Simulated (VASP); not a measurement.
Runs of VASP 6.6.1 on HfS2. The structure is trigonal, space group P-3m1 (No. 164). Conventional cell: a = 3.599 Å, b = 3.599 Å, c = 5.765 Å, α = 90.00°, β = 90.00°, γ = 120.00°. Hf (site symmetry -3m) is surrounded by 6 S at 2.54 Å. Around S (site symmetry 3m) lie 3 Hf at 2.54 Å. The cell is a database's computed one.

```csv
task,level,cell,k mesh,cutoff (eV),grid for exact exchange (PRECFOCK),screening parameter,exchange at q = 0,share of exact exchange,gap on the mesh (eV),pressure (GPa),largest force (eV/Å)
band structure,HSE06,"P-3m1, 21.56 Å³/atom",6 × 6 × 3,520,Fast,0.2 1/A,-,-,1.71,1.1,0.29
band structure,PBE-EpsX,"P-3m1, 21.56 Å³/atom",6 × 6 × 3,520,Fast,-,truncated,0.1076,1.55,2.0,0.14
relaxation of cell and atoms,PBE+D3(BJ),relaxed,9 × 9 × 5,600,-,-,-,-,0.91,0.0,-
band structure,PBE,"P-3m1, 21.56 Å³/atom",6 × 6 × 3,520,Fast,-,-,-,0.94,(a),(c)
band structure,PBE0,"P-3m1, 21.56 Å³/atom",6 × 6 × 3,520,Fast,-,truncated,-,(b),1.0,0.28
```

Alike in all rows: potentials or basis VASP PAW PBE potentials, release 64 (Hf_pv, S); no spin polarisation; smearing gaussian 0.03 eV.

Problem. Fill in the values left out.

Solution. (a) 2.8; (b) 2.39; (c) 0.02.

Caveats: spin-orbit coupling is left out, which moves the levels of the heavy elements; the PAW data sets were made with another functional, which shifts forces and pressure a little (some runs); this functional lacks dispersion, which binds the layers, so the pressure and a relaxed spacing across them are unreliable (some runs); an odd mesh through Γ misses points on the zone boundary, where band edges often lie (some runs).

A k mesh can miss the band edges, and the runs leave out spin-orbit coupling on Hf.
